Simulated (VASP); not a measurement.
# HfN (Fm-3m) in VASP: settings compared

Aim: see how the results for HfN move with the level of theory and the settings. Levels: PBEsol, PBE. Tasks: phonons, elastic constants.

Program: VASP 6.6.1. These are calculated values, not measurements. Logs are shortened: lines on timing, memory, paths and dates and some standing lists are left out, and cuts for length are marked.

### 1 Starting point

It takes space group Fm-3m (No. 225, cubic). The conventional cell has a = 4.490 Å, b = 4.490 Å, c = 4.490 Å, α = 90.00°, β = 90.00°, γ = 90.00°. Hf (site symmetry m-3m) is surrounded by 6 N at 2.24 Å. N (site symmetry m-3m) has 6 Hf at 2.24 Å as nearest neighbours.

### 2 Phonons, PBEsol

File POSCAR:

```
HfN
1.0
    0.0000000000      2.2449355949      2.2449355949
    2.2449355949      0.0000000000      2.2449355949
    2.2449355949      2.2449355949      0.0000000000
  Hf              N
     1     1
Direct
     0.0000000000000000    0.0000000000000000    0.0000000000000000
     0.5000000000000000    0.5000000000000000    0.5000000000000000
```

File INCAR.step1:

```
  ALGO = Normal
  EDIFF = 1E-8
  EDIFFG = -0.002
  ENCUT = 600
  GGA = PS
  IBRION = 2
  ISIF = 3
  ISMEAR = 1
  KPAR = 2
  LASPH = T
  LCHARG = F
  LREAL = F
  LWAVE = F
  NELM = 80
  NSW = 40
  PREC = Accurate
  SIGMA = 0.2
```

File INCAR.step2:

```
  ALGO = Normal
  EDIFF = 1E-8
  ENCUT = 600
  GGA = PS
  IBRION = 6
  ISIF = 2
  ISMEAR = 1
  KPAR = 2
  LASPH = T
  LCHARG = F
  LREAL = F
  LWAVE = F
  NELM = 80
  NFREE = 2
  NSW = 1
  POTIM = 0.015
  PREC = Accurate
  SIGMA = 0.2
```

File KPOINTS:

```
k-points
0
Gamma
  26 26 26
```

Potentials or basis: VASP PAW PBE potentials, release 64 (Hf_pv, N).

Started as:

```sh
$ cat potpaw_PBE.64/Hf_pv/POTCAR potpaw_PBE.64/N/POTCAR > POTCAR
$ cp INCAR.step1 INCAR
$ mpirun -np 2 vasp_std > vasp.out
$ cp CONTCAR POSCAR
$ cp INCAR.step2 INCAR
$ mpirun -np 2 vasp_std > vasp.out
```

OUTCAR:

```text
EDIFF = 1E-8
   ENCUT = 600
   GGA = PS
   IBRION = 6
   ISIF = 2
   ISMEAR = 1
   LASPH = T
   LREAL = F
   NELM = 80
   NFREE = 2
   NSW = 1
   POTIM = 0.015
   PREC = Accurate

 ion  position               nearest neighbor table
   1  0.000  0.000  0.000-   2 2.24   2 2.24   2 2.24   2 2.24   2 2.24   2 2.24
   2  0.500  0.500  0.500-   1 2.24   1 2.24   1 2.24   1 2.24   1 2.24   1 2.24

  LATTYP: Found a face centered cubic cell.
 ALAT       =     4.4894969974

  Lattice vectors:

 A1 = (   0.0000000000,   2.2447484987,   2.2447484987)
 A2 = (   2.2447484987,   0.0000000000,   2.2447484987)
 A3 = (   2.2447484987,   2.2447484987,   0.0000000000)

Analysis of symmetry for initial positions (statically):
=====================================================================
 Subroutine PRICEL returns:
 Original cell was already a primitive cell.

 Routine SETGRP: Setting up the symmetry group for a
 face centered cubic supercell.

 Subroutine GETGRP returns: Found 48 space group operations
 (whereof 48 operations were pure point group operations)
 out of a pool of 48 trial point group operations.

The static configuration has the point symmetry O_h .

Analysis of symmetry for dynamics (positions and initial velocities):
=====================================================================
 Subroutine PRICEL returns:
 Original cell was already a primitive cell.

 Routine SETGRP: Setting up the symmetry group for a
 face centered cubic supercell.

 Subroutine GETGRP returns: Found 48 space group operations
 (whereof 48 operations were pure point group operations)
 out of a pool of 48 trial point group operations.

The dynamic configuration has the point symmetry O_h .

 Subroutine INISYM returns: Found 48 space group operations
 (whereof 48 operations are pure point group operations),
 and found     1 'primitive' translations

----------------------------------------------------------------------------------------

                                     Primitive cell

  volume of cell :      22.6221

  direct lattice vectors                    reciprocal lattice vectors
     0.000000000  2.244748499  2.244748499    -0.222742102  0.222742102  0.222742102
     2.244748499  0.000000000  2.244748499     0.222742102 -0.222742102  0.222742102
     2.244748499  2.244748499  0.000000000     0.222742102  0.222742102 -0.222742102

  length of vectors
     3.174553771  3.174553771  3.174553771     0.385800638  0.385800638  0.385800638

  position of ions in fractional coordinates (direct lattice)
     0.000000000  0.000000000  0.000000000
     0.500000000  0.500000000  0.500000000

  ion indices of the primitive-cell ions
   primitive index   ion index
                 1           1
                 2           2

----------------------------------------------------------------------------------------

 KPOINTS: k-points

Automatic generation of k-mesh.
 Grid dimensions read from file:
 generate k-points for:   26   26   26

 Generating k-lattice:

  Cartesian coordinates                     Fractional coordinates (reciprocal lattice)
    -0.008567004  0.008567004  0.008567004     0.038461538  0.000000000  0.000000000
     0.008567004 -0.008567004  0.008567004     0.000000000  0.038461538  0.000000000
     0.008567004  0.008567004 -0.008567004     0.000000000  0.000000000  0.038461538

  Length of vectors
     0.014838486  0.014838486  0.014838486

  Shift w.r.t. Gamma in fractional coordinates (k-lattice)
     0.000000000  0.000000000  0.000000000

 Subroutine IBZKPT returns following result:
 ===========================================

 Found    511 irreducible k-points:

 Following reciprocal coordinates:
            Coordinates               Weight
  0.000000  0.000000  0.000000      1.000000
  0.038462  0.000000  0.000000      8.000000
  0.076923  0.000000  0.000000      8.000000
  0.115385  0.000000  0.000000      8.000000
  0.153846  0.000000  0.000000      8.000000
  0.192308  0.000000  0.000000      8.000000
[... 16 lines left out ...]
  0.346154  0.038462  0.000000     24.000000
  0.384615  0.038462  0.000000     24.000000
 [... further k-points ...]
   k-points           NKPTS =    511   k-points in BZ     NKDIM =    511   number of bands    NBANDS=     11
   number of dos      NEDOS =    301   number of ions     NIONS =      2
   total plane-waves  NPLWV =  21952
   dimension x,y,z NGX =    28 NGY =   28 NGZ =   28
   dimension x,y,z NGXF=    56 NGYF=   56 NGZF=   56
   ions per type =               1   1
   NGX,Y,Z   is equivalent  to a cutoff of  14.66, 14.66, 14.66 a.u.
   NGXF,Y,Z  is equivalent  to a cutoff of  29.33, 29.33, 29.33 a.u.
 SYSTEM =  unknown system
   PREC   = accura    normal or accurate (medium, high low for compatibility)
   ISTART =      0    job   : 0-new  1-cont  2-samecut
   ICHARG =      2    charge: 1-file 2-atom 10-const
   ISPIN  =      1    spin polarized calculation?
   LNONCOLLINEAR =      F non collinear calculations
   LSORBIT =      F    spin-orbit coupling
   LASPH  =      T    aspherical Exc in radial PAW
   ENCUT  =  600.0 eV  44.10 Ry    6.64 a.u.   6.34  6.34  6.34*2*pi/ulx,y,z
   NELM   =     80;   NELMIN=  2; NELMDL=  0     # of ELM steps
   EDIFF  = 0.1E-07   stopping-criterion for ELM
   LREAL  =      F    real-space projection
   EDIFFG = 0.1E-06   stopping-criterion for IOM
   NSW    =     61    number of steps for IOM
   IBRION =      6    ionic relax: 0-MD 1-quasi-New 2-CG
   NFREE  =      2    steps in history (QN), initial steepest desc. (CG)
   ISIF   =      2    stress and relaxation
   ISYM   =      2    0-nonsym 1-usesym 2-fastsym
   POTIM  = 0.0150    time-step for ionic-motion
   TEBEG  =    0.0;   TEEND  =   0.0 temperature during run
   PSTRESS=    0.0 pullay stress
   NELECT =      15.0000    total number of electrons
   NUPDOWN=      -1.0000    fix difference up-down
   EMIN   =  10.00;   EMAX   =-10.00  energy-range for DOS
   EFERMI =   0.00;   METHOD = LEGACY
   ISMEAR =     1;   SIGMA  =   0.20  broadening in eV -4-tet -1-fermi 0-gaus
   EFERMI_NEDOS =   21; number of points for ismear=-14 and -15
   IALGO  =     38    algorithm
   IMIX   =      4    mixing-type and parameters
     AMIX     =   0.40;   BMIX     =  1.00
     AMIX_MAG =   1.60;   BMIX_MAG =  1.00
  volume/ion in A,a.u.               =      11.31        76.33
  Fermi-wavevector in a.u.,A,eV,Ry     =   1.427560  2.697696 27.727670  2.037926
  Thomas-Fermi vector in A             =   2.547716
   LORBIT       =      0    0 simple, 1 ext, 2 COOP (PROOUT), +10 PAW based schemes
   GGA     = PS    functional components
   LHFCALC =     F    Hartree Fock is set to
   AEXX    =    0.0000 exact exchange contribution
   IVDW    =     0    specifies the selected vdW correction
   LEPSILON=     F    determine dielectric tensor
   LRPA    =     F    only Hartree local field effects (RPA)
 finite differences with symmetry
 non-spin polarized calculation
 Methfessel and Paxton  Order N= 1 SIGMA  =   0.20
  energy-cutoff  :      600.00
  volume of cell :       22.62
 maximum number of plane-waves:       769
 NGX is ok and might be reduce to    28
   NGX = 13   NGY = 13   NGZ = 13

--------------------------------------- Ionic step        1  -------------------------------------------

 number of electron      15.0000002 magnetization

 Free energy of the ion-electron system (eV)
  ---------------------------------------------------
  ext. energy  EPLUGINS =         0.00000000
  ---------------------------------------------------
  free energy    TOTEN  =       -22.99545512 eV

  energy without entropy =      -22.99575858  energy(sigma->0) =      -22.99555627

------------------------ aborting loop because EDIFF is reached ----------------------------------------

  FORCE on cell =-STRESS in cart. coord.  units (eV):
  Direction    XX          YY          ZZ          XY          YZ          ZX
  --------------------------------------------------------------------------------------
  -------------------------------------------------------------------------------------
  Total        0.0013069      0.0013069      0.0013069      0.0000000     -0.0000000      0.0000000
  in kB        0.0925615      0.0925615      0.0925615      0.0000000     -0.0000000      0.0000000
  external PRESSURE =       0.0925615 kB  Pullay stress =       0.0000000 kB
[... 129 lines left out ...]
  energy  without entropy=      -22.9943510928  energy(sigma->0) =      -22.99414909

--------------------------------------- Ionic step        5  -------------------------------------------

 number of electron      15.0000002 magnetization

 Free energy of the ion-electron system (eV)
  ---------------------------------------------------
  ext. energy  EPLUGINS =         0.00000000
  ---------------------------------------------------
  free energy    TOTEN  =       -22.99404809 eV

  energy without entropy =      -22.99435111  energy(sigma->0) =      -22.99414910

 E-fermi :   8.3726     XC(G=0): -12.9934

 val. band max:        8.3607664552   @ k =  -0.1154   0.0769   0.0000
 cond. band min:       8.3739667447   @ k =   0.0000  -0.1154   0.0769
 fundamental gap:      0.0132002895
 Fermi energy:         8.3725545894

 k-point     1 :       0.0000    0.0000    0.0000
  band No.  band energies     occupation
      1     -22.6164      2.00000
      2     -22.6160      2.00000
      3     -22.6160      2.00000
      4      -9.1843      2.00000
      5       5.3577      2.00000
      6       5.3577      2.00000
      7       5.3583      2.00000
      8       7.9862      2.01982
      9       7.9906      2.02117
     10       7.9906      2.02117
     11      10.3622     -0.00000
[... 309 lines left out ...]
 k-point    24 :       0.3846    0.0385    0.0000
  band No.  band energies     occupation
      1     -23.5059      2.00000
      2     -22.7066      2.00000
      3     -22.6954      2.00000
      4      -6.8514      2.00000
      5       0.1517      2.00000
      6       2.3710      2.00000
      7       2.5096      2.00000
      8      10.0034     -0.00000
      9      11.2449     -0.00000
     10      11.5167     -0.00000
     11      13.9118      0.00000

 [... further k-points ...]

------------------------ aborting loop because EDIFF is reached ----------------------------------------

  FORCE on cell =-STRESS in cart. coord.  units (eV):
  Direction    XX          YY          ZZ          XY          YZ          ZX
  --------------------------------------------------------------------------------------
  -------------------------------------------------------------------------------------
  Total        0.0144735      0.0012183      0.0012183      0.0000000      0.0000000      0.0000000
  in kB        1.0250631      0.0862834      0.0862834      0.0000000      0.0000000      0.0000000
  external PRESSURE =       0.3992100 kB  Pullay stress =       0.0000000 kB
[... 17 lines left out ...]
  FREE ENERGIE OF THE ION-ELECTRON SYSTEM (eV)
  ---------------------------------------------------
  free  energy   TOTEN  =       -22.9940480949 eV

  energy  without entropy=      -22.9943511053  energy(sigma->0) =      -22.99414910

 INTERNAL STRAIN TENSORS FROM DISPLACED ATOMS
 ============================================

 INTERNAL STRAIN TENSOR FOR ION    1 for displacements in x,y,z  (eV/Angst):
          X           Y           Z          XY          YZ          ZX
  --------------------------------------------------------------------------------
  x     0.00000     0.00000     0.00000     0.00000     0.00000     0.00000
  y     0.00000     0.00000     0.00000     0.00000     0.00000     0.00000
  z     0.00000     0.00000     0.00000     0.00000     0.00000     0.00000

 INTERNAL STRAIN TENSOR FOR ION    2 for displacements in x,y,z  (eV/Angst):
          X           Y           Z          XY          YZ          ZX
  --------------------------------------------------------------------------------
  x     0.00000     0.00000     0.00000     0.00000     0.00000     0.00000
  y     0.00000     0.00000     0.00000     0.00000     0.00000     0.00000
  z     0.00000     0.00000     0.00000     0.00000     0.00000     0.00000

 Eigenvectors and eigenvalues of the dynamical matrix
 ----------------------------------------------------

   1 f  =   15.342586 THz    96.400310 2PiTHz  511.773578 cm-1    63.451808 meV
             X         Y         Z           dx          dy          dz
      0.000000  0.000000  0.000000     0.000000    0.269719   -0.000000
      2.244748  2.244748  2.244748     0.000000   -0.962939   -0.000000

   2 f  =   15.342586 THz    96.400310 2PiTHz  511.773578 cm-1    63.451808 meV
             X         Y         Z           dx          dy          dz
      0.000000  0.000000  0.000000     0.000000    0.000000   -0.269719
      2.244748  2.244748  2.244748     0.000000    0.000000    0.962939
[... 11 lines left out ...]
   5 f/i=    0.000371 THz     0.002331 2PiTHz    0.012374 cm-1     0.001534 meV
             X         Y         Z           dx          dy          dz
      0.000000  0.000000  0.000000    -0.419001    0.866918   -0.011973
      2.244748  2.244748  2.244748    -0.117362    0.242824   -0.003354

   6 f/i=    0.000371 THz     0.002331 2PiTHz    0.012374 cm-1     0.001534 meV
             X         Y         Z           dx          dy          dz
      0.000000  0.000000  0.000000    -0.839524   -0.402362    0.246080
      2.244748  2.244748  2.244748    -0.235151   -0.112702    0.068927

 ELASTIC MODULI CONTR FROM IONIC RELAXATION (kBar)
 Direction    XX          YY          ZZ          XY          YZ          ZX
 --------------------------------------------------------------------------------
 XX           0.0000      0.0000      0.0000      0.0000      0.0000      0.0000
 YY           0.0000      0.0000      0.0000      0.0000      0.0000      0.0000
 ZZ           0.0000      0.0000      0.0000      0.0000      0.0000      0.0000
 XY           0.0000      0.0000      0.0000      0.0000      0.0000      0.0000
 YZ           0.0000      0.0000      0.0000      0.0000      0.0000      0.0000
 ZX           0.0000      0.0000      0.0000      0.0000      0.0000      0.0000
 --------------------------------------------------------------------------------
```

Wall time 8.4 min (2 MPI ranks of AMD EPYC 9R45 (Zen 5), shared host); peak memory 0.74 GiB.

Results:

```
Highest phonon frequency at Γ, LO-TO splitting left out : 512 cm⁻¹
```

Phonon frequencies in cm⁻¹ (negative: imaginary):
```tsv
q point	frequencies
(0.000, 0.000, 0.000)	0 0 0 512 512 512
```

Caveat: the PAW data sets were made with another functional, which shifts forces and pressure a little.

### 3 Elastic constants, PBE

This run uses another cell than the first one, of 11.65 Å³/atom, 1.030 times its volume.

File POSCAR:

```
HfN
1.0
    0.0000000000      2.2670663808      2.2670663808
    2.2670663808      0.0000000000      2.2670663808
    2.2670663808      2.2670663808      0.0000000000
  Hf              N
     1     1
Direct
     0.0000000000000000    0.0000000000000000    0.0000000000000000
     0.5000000000000000    0.5000000000000000    0.5000000000000000
```

File INCAR.step1:

```
  PREC = Accurate
  ENCUT = 600
  EDIFF = 1E-8
  ISMEAR = 1
  SIGMA = 0.2
  LREAL = False
  LASPH = True
  NELM = 80
  ALGO = Normal
  ISIF = 3
  LWAVE = False
  LCHARG = False
  GGA = PE
  KPAR = 2
  IBRION = 2
  NSW = 40
  EDIFFG = -0.002
```

File INCAR.step2:

```
  PREC = Accurate
  ENCUT = 600
  EDIFF = 1E-8
  ISMEAR = 1
  SIGMA = 0.2
  LREAL = False
  LASPH = True
  NELM = 80
  ALGO = Normal
  ISIF = 3
  LWAVE = False
  LCHARG = False
  GGA = PE
  KPAR = 2
  IBRION = 6
  NFREE = 2
  POTIM = 0.015
  NSW = 1
```

File KPOINTS:

```
Automatic mesh
0
Gamma
  26 26 26
```

Potentials or basis: VASP PAW PBE potentials, release 64 (Hf_pv, N).

Started as:

```sh
$ cat potpaw_PBE.64/Hf_pv/POTCAR potpaw_PBE.64/N/POTCAR > POTCAR
$ cp INCAR.step1 INCAR
$ mpirun -np 2 vasp_std > vasp.out
$ cp CONTCAR POSCAR
$ cp INCAR.step2 INCAR
$ mpirun -np 2 vasp_std > vasp.out
```

Wall time 49 min (2 MPI ranks of Intel Xeon Platinum 8559C (Emerald Rapids), shared host); peak memory 2.4 GiB.

It converged, with:

- Elastic constants C11, C12, C44: 591, 111, 120 GPa
- Voigt bulk modulus: 271 GPa
- Highest phonon frequency at Γ, LO-TO splitting left out: 488 cm⁻¹

Phonon frequencies in cm⁻¹ (negative: imaginary):
```
              q point        frequencies
(0.000, 0.000, 0.000)  0 0 0 488 488 488
```

Elastic tensor in Voigt notation (GPa, in the Cartesian axes of the cell as first typed):
```
591 111 111   0   0   0
111 591 111   0   0   0
111 111 591   0   0   0
  0   0   0 120   0   0
  0   0   0   0 120   0
  0   0   0   0   0 120
```

Clamped-ion elastic tensor (GPa):
```
591 111 111   0   0   0
111 591 111   0   0   0
111 111 591   0   0   0
  0   0   0 120   0   0
  0   0   0   0 120   0
  0   0   0   0   0 120
```

The run has no spin-orbit coupling, so splittings on Hf are missing.
